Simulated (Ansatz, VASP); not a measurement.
## AlN in VASP and in Ansatz

File INCAR:

```
SYSTEM = AlN
PREC = Accurate
ENCUT = 520
EDIFF = 1E-6
ISMEAR = 0
SIGMA = 0.05
LREAL = .False.
LASPH = .True.
NELM = 80
ALGO = Normal
ISIF = 2
LWAVE = .False.
LCHARG = .True.
GGA = PE
LELF = .True.
LVHAR = .True.
NBANDS = 26
```

KPOINTS

```
regular mesh
0
Gamma
  8 6 4
  0 0 0
```

The input POSCAR:

```
AlN
1.0
   -3.1302395625      0.0000000000      0.0000000000
    0.0000000000      0.0000000000     -5.0179796543
    0.0000000000     -5.4217339621      0.0000000000
Al N
4 4
Direct
    0.5359397413      0.9982712825      0.1666666667
   -0.0359397413      0.9982712825      0.6666666667
    0.0359397413      0.4982712825      0.3333333333
    0.4640602587      0.4982712825      0.8333333333
    0.5324588017      0.6167287175      0.1666666667
   -0.0324588017      0.6167287175      0.6666666667
    0.0324588017      0.1167287175      0.3333333333
    0.4675411983      0.1167287175      0.8333333333
```

Input for Ansatz:

```yaml
crystal:
  lattice:
    - [-3.1302395625, 0.0, 0.0]
    - [0.0, 0.0, -5.0179796543]
    - [0.0, -5.4217339621, 0.0]
  atoms:
    - { symbol: Al, position: [0.5359397413, 0.9982712825, 0.1666666667] }
    - { symbol: Al, position: [-0.0359397413, 0.9982712825, 0.6666666667] }
    - { symbol: Al, position: [0.0359397413, 0.4982712825, 0.3333333333] }
    - { symbol: Al, position: [0.4640602587, 0.4982712825, 0.8333333333] }
    - { symbol: "N", position: [0.5324588017, 0.6167287175, 0.1666666667] }
    - { symbol: "N", position: [-0.0324588017, 0.6167287175, 0.6666666667] }
    - { symbol: "N", position: [0.0324588017, 0.1167287175, 0.3333333333] }
    - { symbol: "N", position: [0.4675411983, 0.1167287175, 0.8333333333] }
basis:
  ecutwfc: 420
kpoints:
  mp_grid: { grid: [8, 6, 4] }
hamiltonian:
  xc: pbe
scf:
  occupations: { method: gaussian, width: 0.05 }
output:
  forces: true
  stress: true
  eigenvalues: true
```

Change from the starting cell: mode 4 (223.6 1/cm) frozen in, largest displacement +0.113 Å.

Alike in both runs: task single point; functional PBE; k mesh 8 × 6 × 4; occupations gaussian, width 0.05 eV; no spin polarisation.

|  | VASP | Ansatz |
| --- | --- | --- |
| version | VASP 6.6.1 | Ansatz 0.2.0 |
| potentials or method | VASP PAW PBE potentials, release 64 (Al, N) | scalar-relativistic, plane waves, PAW |
| plane-wave cutoff (eV) | 520 | 420 |
| valence electrons in the cell | 32 | 32 |

```tsv
	VASP	Ansatz	Ansatz less VASP
gap on the k mesh at the Fermi level (eV)	3.97	3.97	-0.009
least direct gap on the mesh (eV)	3.97	3.97	-0.009
pressure (GPa)	-0.7	-0.4	+0.27
largest component of the traceless stress (GPa)	0.66	0.65	-0.008
rms of the force components (eV/Å)	0.259	0.258	-0.0014
```

Atom by atom the forces differ by 0.002 eV/Å (rms over components).
